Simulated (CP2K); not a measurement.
The system is C.

```
C
1.0
     4.25517    0.00000    0.00000
     0.00000    4.25517    0.00000
     0.00000    0.00000    1.28229
C
1
Direct
  0.50000 0.50000 0.50000
```

The cell was built by a generator and needn't be a form met in nature.

Base run:

| Quantity | Value |
| --- | --- |
| Program | CP2K 2026.2 |
| Functional | PBEsol |
| Potentials or basis | POTENTIAL_UZH C GTH-PBE-q4; TZVP-MOLOPT-PBE-GTH basis |
| Density cutoff | 9184 eV |
| k mesh | 6 × 6 × 20 |
| Occupations | fermi-dirac, width 0.05 eV |
| Spin | no spin polarisation |

Its results: band gap on the k mesh none (metal or under the smearing width); pressure 0.8 GPa.

Question: After a change of settings the same cell gave: band gap on the k mesh none (metal or under the smearing width); pressure -11.2 GPa. Which change was it?
A. functional from PBEsol to LDA
B. functional from PBEsol to vdW-DF-cx
C. functional from PBEsol to HLE17
D. functional from PBEsol to PBE

Answer: C.

Caveats: the potentials were made for another functional, which shifts forces and pressure; the basis of atomic orbitals isn't converged, which shifts pressures, moduli and gaps; the potentials were made for a functional far from this one (some runs).
